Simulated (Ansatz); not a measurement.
Consider MgF₂ in the rutile structure (space group P4_2/mnm, No. 136; a = 4.6220 Å, c = 3.0462 Å). Axes: x, y, z lie along a, b, c of the conventional cell.

All numbers come from r2SCAN (Ansatz, a first-principles code; PAW; 500 eV plane waves; no spin-orbit coupling).

Perturbation: uniaxial strain ε_zz = +3.00 %, all other strain components held at zero, atoms relaxed at fixed cell.

Question: Predict the stress tensor and what it implies for the stiffness.

Answer: Stress of the strained cell less that of the base (GPa, compression positive):
```
  -1.82    0.00    0.00
   0.00   -1.82    0.00
   0.00    0.00   -5.76
```

Then −Δσ_ii/ε with ε = 0.0300 gives secant stiffness values (nonlinear terms included at this strain): C33 ≈ 192 GPa, C13 ≈ 61 GPa and C23 ≈ 61 GPa.

As a check, the harmonic strain energy −½ V₀ Δσ:ε is 5.8 meV/atom; the computed energy rise is 6.0 meV/atom.

Whether these cells are dynamically stable was not tested.
